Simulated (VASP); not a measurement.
# Si (Fd-3m) in VASP: notebook

The runs below take Si through single point, with PBE.

Everything below comes from runs of VASP 6.6.1. Logs are shortened: lines on timing, memory, paths and dates and some standing lists are left out, and cuts for length are marked.

### Step 1. The undisturbed crystal

The structure is cubic, space group Fd-3m (No. 227). Conventional cell: a = 5.444 Å, b = 5.444 Å, c = 5.444 Å, α = 90.00°, β = 90.00°, γ = 90.00°. Around Si (site symmetry -43m) lie 4 Si at 2.36 Å.

### Step 2. Single point, PBE (grid = ENCUT=600 dk=0.35 cell=3x3x2 ISMEAR=0 SIGMA=0.05 LREAL=Auto EDIFF=1e-06)

The input, INCAR:

```
SYSTEM = Si
  PREC = Accurate
  ENCUT = 600
  EDIFF = 1E-6
  ISMEAR = 0
  SIGMA = 0.05
  LREAL = Auto
  LASPH = .True.
  NELM = 120
  ALGO = Fast
  ISIF = 2
  LWAVE = .False.
  LCHARG = .False.
  GGA = PE
  NBANDS = 84
  NCORE = 1
  KPAR = 2
```

The input, KPOINTS:

```
regular mesh
0
Gamma
  2 2 3
  0 0 0
```

The input, POSCAR:

```
Si
1.0
    0.0000000000      8.1655535595      8.1655535595
    8.1655535595      0.0000000000      8.1655535595
    5.4437023730      5.4437023730      0.0000000000
Si
36
Direct
    0.1666666667      0.1666666667      0.2500000000
    0.1666666667      0.1666666667      0.7500000000
    0.1666666667      0.5000000000      0.2500000000
    0.1666666667      0.5000000000      0.7500000000
    0.1666666667      0.8333333333      0.2500000000
    0.1666666667      0.8333333333      0.7500000000
    0.5000000000      0.1666666667      0.2500000000
    0.5000000000      0.1666666667      0.7500000000
    0.5000000000      0.5000000000      0.2500000000
    0.5000000000      0.5000000000      0.7500000000
    0.5000000000      0.8333333333      0.2500000000
    0.5000000000      0.8333333333      0.7500000000
    0.8333333333      0.1666666667      0.2500000000
    0.8333333333      0.1666666667      0.7500000000
    0.8333333333      0.5000000000      0.2500000000
    0.8333333333      0.5000000000      0.7500000000
    0.8333333333      0.8333333333      0.2500000000
    0.8333333333      0.8333333333      0.7500000000
    0.2500000000      0.2500000000      0.3750000000
    0.2500000000      0.2500000000      0.8750000000
    0.2500000000      0.5833333333      0.3750000000
    0.2500000000      0.5833333333      0.8750000000
    0.2500000000      0.9166666667      0.3750000000
    0.2500000000      0.9166666667      0.8750000000
    0.5833333333      0.2500000000      0.3750000000
    0.5833333333      0.2500000000      0.8750000000
    0.5833333333      0.5833333333      0.3750000000
    0.5833333333      0.5833333333      0.8750000000
    0.5833333333      0.9166666667      0.3750000000
    0.5833333333      0.9166666667      0.8750000000
    0.9166666667      0.2500000000      0.3750000000
    0.9166666667      0.2500000000      0.8750000000
    0.9166666667      0.5833333333      0.3750000000
    0.9166666667      0.5833333333      0.8750000000
    0.9166666667      0.9166666667      0.3750000000
    0.9166666667      0.9166666667      0.8750000000
```

Potentials or basis: VASP PAW PBE potentials, release 64 (Si).

On the command line:

```
> cat potpaw_PBE.64/Si/POTCAR > POTCAR
> mpirun -np 4 vasp_std > vasp.out
```

OUTCAR:

```text
SYSTEM = Si
   PREC = Accurate
   ENCUT = 600
   EDIFF = 1E-6
   ISMEAR = 0
   LREAL = Auto
   LASPH = .True.
   NELM = 120
   ISIF = 2
   GGA = PE

 Found      6 irreducible k-points:

 Following reciprocal coordinates:
            Coordinates               Weight
  0.000000  0.000000  0.000000      1.000000
  0.500000  0.000000  0.000000      2.000000
  0.500000  0.500000  0.000000      1.000000
  0.000000  0.000000  0.333333      2.000000
  0.500000  0.000000  0.333333      4.000000
  0.500000  0.500000  0.333333      2.000000
   k-points           NKPTS =      6   k-points in BZ     NKDIM =      6   number of bands    NBANDS=     84
   number of dos      NEDOS =    301   number of ions     NIONS =     36
   total plane-waves  NPLWV = 589824
   dimension x,y,z NGX =    96 NGY =   96 NGZ =   64
   dimension x,y,z NGXF=   192 NGYF=  192 NGZF=  128
   ions per type =              36
   NGX,Y,Z   is equivalent  to a cutoff of  13.82, 13.82, 13.82 a.u.
   NGXF,Y,Z  is equivalent  to a cutoff of  27.64, 27.64, 27.64 a.u.
 SYSTEM =  Si
   PREC   = accura    normal or accurate (medium, high low for compatibility)
   ISTART =      0    job   : 0-new  1-cont  2-samecut
   ICHARG =      2    charge: 1-file 2-atom 10-const
   ISPIN  =      1    spin polarized calculation?
   LNONCOLLINEAR =      F non collinear calculations
   LSORBIT =      F    spin-orbit coupling
   LASPH  =      T    aspherical Exc in radial PAW
   ENCUT  =  600.0 eV  44.10 Ry    6.64 a.u.  23.06 23.06 15.38*2*pi/ulx,y,z
   NELM   =    120;   NELMIN=  2; NELMDL= -5     # of ELM steps
   EDIFF  = 0.1E-05   stopping-criterion for ELM
   LREAL  =      T    real-space projection
   EDIFFG = 0.1E-04   stopping-criterion for IOM
   NSW    =      0    number of steps for IOM
   IBRION =     -1    ionic relax: 0-MD 1-quasi-New 2-CG
   NFREE  =      0    steps in history (QN), initial steepest desc. (CG)
   ISIF   =      2    stress and relaxation
   ISYM   =      2    0-nonsym 1-usesym 2-fastsym
   POTIM  = 0.5000    time-step for ionic-motion
   TEBEG  =    0.0;   TEEND  =   0.0 temperature during run
   PSTRESS=    0.0 pullay stress
   NELECT =     144.0000    total number of electrons
   NUPDOWN=      -1.0000    fix difference up-down
   EMIN   =  10.00;   EMAX   =-10.00  energy-range for DOS
   EFERMI =   0.00;   METHOD = LEGACY
   ISMEAR =     0;   SIGMA  =   0.05  broadening in eV -4-tet -1-fermi 0-gaus
   EFERMI_NEDOS =   21; number of points for ismear=-14 and -15
   IALGO  =     68    algorithm
   IMIX   =      4    mixing-type and parameters
     AMIX     =   0.40;   BMIX     =  1.00
     AMIX_MAG =   1.60;   BMIX_MAG =  1.00
  volume/ion in A,a.u.               =      20.16       136.08
  Fermi-wavevector in a.u.,A,eV,Ry     =   0.954766  1.804247 12.402783  0.911579
  Thomas-Fermi vector in A             =   2.083543
   LORBIT       =      0    0 simple, 1 ext, 2 COOP (PROOUT), +10 PAW based schemes
   GGA     = PE    functional components
   LHFCALC =     F    Hartree Fock is set to
   AEXX    =    0.0000 exact exchange contribution
   IVDW    =     0    specifies the selected vdW correction
   LEPSILON=     F    determine dielectric tensor
   LRPA    =     F    only Hartree local field effects (RPA)
 non-spin polarized calculation
 RMM-DIIS sequential band-by-band and
 Gauss-broadening in eV      SIGMA  =   0.05
  energy-cutoff  :      600.00
  volume of cell :      725.93
 maximum number of plane-waves:     24236
 NGX is ok and might be reduce to    96
   NGX = 47   NGY = 47   NGZ = 31

 number of electron     143.9999992 magnetization

 Free energy of the ion-electron system (eV)
  ---------------------------------------------------
  ext. energy  EPLUGINS =         0.00000000
  ---------------------------------------------------
  free energy    TOTEN  =      -194.84340572 eV

  energy without entropy =     -194.84340572  energy(sigma->0) =     -194.84340572

 E-fermi :   5.9835     XC(G=0):  -9.3760

 val. band max:        5.7617265857   @ k =   0.0000   0.0000   0.0000
 cond. band min:       6.4834295963   @ k =   0.5000   0.5000   0.0000
 fundamental gap:      0.7217030106
 Fermi energy:         5.9834860295

 k-point     1 :       0.0000    0.0000    0.0000
  band No.  band energies     occupation
      1      -6.1483      2.00000
      2      -4.7805      2.00000
      3      -4.7805      2.00000
      4      -4.7805      2.00000
      5      -4.7805      2.00000
      6      -4.2555      2.00000
[... 76 lines left out ...]
     83       7.5017      0.00000
     84       7.5050      0.00000

 k-point     2 :       0.5000    0.0000    0.0000
  band No.  band energies     occupation
      1      -5.7893      2.00000
      2      -5.7893      2.00000
      3      -4.8569      2.00000
      4      -4.8569      2.00000
      5      -4.0566      2.00000
      6      -4.0566      2.00000
[... 76 lines left out ...]
     83       7.8295      0.00000
     84       8.1373      0.00000

 k-point     3 :       0.5000    0.5000    0.0000
  band No.  band energies     occupation
      1      -5.6671      2.00000
      2      -5.6671      2.00000
      3      -5.2047      2.00000
      4      -5.2047      2.00000
      5      -4.0566      2.00000
      6      -4.0566      2.00000
[... 76 lines left out ...]
     83       7.8014      0.00000
     84       7.8078      0.00000

 k-point     4 :       0.0000    0.0000    0.3333
  band No.  band energies     occupation
      1      -5.7893      2.00000
      2      -4.8569      2.00000
      3      -4.8569      2.00000
      4      -4.8569      2.00000
      5      -4.7805      2.00000
      6      -4.7805      2.00000
[... 76 lines left out ...]
     83       7.7273      0.00000
     84       7.7461      0.00000

 k-point     5 :       0.5000    0.0000    0.3333
  band No.  band energies     occupation
      1      -5.6671      2.00000
      2      -5.2047      2.00000
      3      -5.2047      2.00000
      4      -4.8569      2.00000
      5      -4.8569      2.00000
      6      -4.0566      2.00000
[... 76 lines left out ...]
     83       8.5145      0.00000
     84       8.5465      0.00000

 k-point     6 :       0.5000    0.5000    0.3333
  band No.  band energies     occupation
      1      -5.7893      2.00000
      2      -5.2047      2.00000
      3      -4.8569      2.00000
      4      -4.8569      2.00000
      5      -4.8569      2.00000
      6      -4.0566      2.00000
[... 76 lines left out ...]
     83       8.5487      0.00000
     84       8.5945      0.00000

------------------------ aborting loop because EDIFF is reached ----------------------------------------

  FORCE on cell =-STRESS in cart. coord.  units (eV):
  Direction    XX          YY          ZZ          XY          YZ          ZX
  --------------------------------------------------------------------------------------
  -------------------------------------------------------------------------------------
  Total        5.7403773      5.7403773      5.7404918     -0.0000243      0.0000132      0.0000131
  in kB       12.6693809     12.6693809     12.6696336     -0.0000536      0.0000290      0.0000290
  external PRESSURE =      12.6694651 kB  Pullay stress =       0.0000000 kB

 VOLUME and BASIS-vectors are now :
 -----------------------------------------------------------------------------
  energy-cutoff  :      600.00
  volume of cell :      725.93
      direct lattice vectors                 reciprocal lattice vectors
     0.000000000  8.165553559  8.165553559    -0.061232836  0.061232836  0.061232836
     8.165553559  0.000000000  8.165553559     0.061232836 -0.061232836  0.061232836
     5.443702373  5.443702373  0.000000000     0.091849254  0.091849254 -0.091849254

 POSITION                                       TOTAL-FORCE (eV/Angst)
 -----------------------------------------------------------------------------------
      2.72185      2.72185      2.72185         0.000002      0.000002     -0.000000
      5.44370      5.44370      2.72185         0.000002      0.000002     -0.000000
      5.44370      2.72185      5.44370         0.000002      0.000002     -0.000000
      8.16555      5.44370      5.44370         0.000002      0.000002     -0.000000
      8.16555      2.72185      8.16555         0.000002      0.000002     -0.000000
     10.88740      5.44370      8.16555         0.000002      0.000002     -0.000000
[... 28 lines left out ...]
      9.52648      9.52648     14.97018        -0.000002     -0.000002      0.000000
     12.24833     12.24833     14.97018        -0.000002     -0.000002      0.000000
 -----------------------------------------------------------------------------------
    total drift:                                0.000000      0.000000      0.000001

  FREE ENERGIE OF THE ION-ELECTRON SYSTEM (eV)
  ---------------------------------------------------
  free  energy   TOTEN  =      -194.8434057179 eV

  energy  without entropy=     -194.8434057178  energy(sigma->0) =     -194.84340572
```

Run time: 5.8 min. Hardware: 4 MPI ranks of Intel Xeon Platinum 8559C (Emerald Rapids), shared host; peak memory 0.72 GiB.

The run converged, but some of its settings lie outside the range that counts as converged, so its numbers aren't taken as properties of the crystal.

Results:

```
Free energy            : -194.8434 eV
Pressure               : 1.3 GPa
Band gap on the k mesh : 0.72 eV
```

Caveat: an odd mesh through Γ misses points on the zone boundary, where band edges often lie.

### Step 3. Single point, PBE (grid = ENCUT=350 dk=1.6 cell=3x3x2 ISMEAR=0 SIGMA=0.05 LREAL=Auto EDIFF=1e-06)

INCAR, as its differences from that of step 2:

```diff
@@ -2,3 +2,3 @@
   PREC = Accurate
-  ENCUT = 600
+  ENCUT = 350
   EDIFF = 1E-6
@@ -15,3 +15,3 @@
   NBANDS = 84
-  NCORE = 1
-  KPAR = 2
+  NCORE = 2
+  KPAR = 1
```

The input, KPOINTS:

```
regular mesh
0
Gamma
  1 1 1
  0 0 0
```

POSCAR is that of step 2.

Potentials or basis: VASP PAW PBE potentials, release 64 (Si).

On the command line:

```
> cat potpaw_PBE.64/Si/POTCAR > POTCAR
> mpirun -np 4 vasp_std > vasp.out
```

It took 23 s on 4 MPI ranks of Intel Xeon Platinum 8559C (Emerald Rapids), shared host; peak memory 0.24 GiB.

These settings aren't checked as converged: the numbers below hold their error.

What came out:

```yaml
Free_energy: -182.0068 eV
Pressure: 3.0 GPa
Band_gap_on_the_k_mesh: 0.68 eV
```

Caveat: the k mesh is coarse (spacing up to 1.00 Å⁻¹), so the values aren't converged; the result breaks the symmetry of the cell; an odd mesh through Γ misses points on the zone boundary, where band edges often lie; the real-space grid breaks the cell's symmetry a little.

### Step 4. The reference run

An earlier run on the cell as given: functional PBE; potentials or basis VASP PAW PBE potentials, release 64 (Si); cutoff 520 eV; k mesh 8 × 8 × 8; occupations fermi-dirac, width 0.05 eV; no spin polarisation.

* Pressure: 1.3 GPa
* Band gap on the k mesh: 0.63 eV, indirect (least direct gap 2.56 eV)
